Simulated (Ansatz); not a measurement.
The calculation used Ansatz, DFT PBE, scalar-relativistic, plane waves, PAW. The final run on the 9-atom cell used 420 eV, a Γ-centred 6×6×4 mesh, 0.02 eV smearing and no spin polarisation.

Formation energies are uncorrected and refer to the elements' standard structures at the same level (O₂ as a molecule).

Q: Propose a candidate for a monoclinic wide-gap insulator made of Hf, O and Si, with a gap near 5.0 eV, a formation energy near −2.94 eV/atom and about 16 Å³ per atom, in a cell of 9 atoms. Its symmetry should be C2 (No. 5).

A: HfSi2O6, space group C2 (No. 5). Hf has 4 O at 1.95–1.96 Å; around Si lie 4 O at 1.63–1.64 Å; around O on its first site lie 2 Si at 1.64 Å; O on its second site is surrounded by 1 Si at 1.63 Å and 1 Hf at 1.95 Å; 1 more site not described.

```cif
data_structure
_symmetry_space_group_name_H-M 'C2'
_symmetry_Int_Tables_number 5
_cell_length_a 9.9091
_cell_length_b 5.0147
_cell_length_c 5.8841
_cell_angle_alpha 90.000
_cell_angle_beta 91.685
_cell_angle_gamma 90.000
_cell_volume 292.26
loop_
_atom_site_label
_atom_site_type_symbol
_atom_site_symmetry_multiplicity
_atom_site_Wyckoff_symbol
_atom_site_fract_x
_atom_site_fract_y
_atom_site_fract_z
_atom_site_occupancy
Hf1 Hf 2 a 0.00000 0.45853 0.00000 1
Si1 Si 4 c 0.75306 0.76632 0.65518 1
O1 O 4 c 0.73014 0.57497 0.43168 1
O2 O 4 c 0.61051 0.18082 0.20239 1
O3 O 4 c 0.87722 0.24810 0.18253 1
```

The volume per atom is 16.24 Å³ and the density is 3.76 g/cm³. The formation energy is −2.936 eV/atom and the gap on the 6×6×4 mesh of the 9-atom cell is 5.03 eV.

The structure comes from a generated guess, relaxed at this level; another structure or a mixture of phases may lie lower. Other answers may fit too; this one was computed.

These runs have no spin–orbit coupling, which can matter for Hf. Kohn–Sham gaps at this level usually fall short of measured ones. This cell was reached by moving the atoms of another relaxed cell at random and relaxing again, last within the group found; it had no such test of its own.
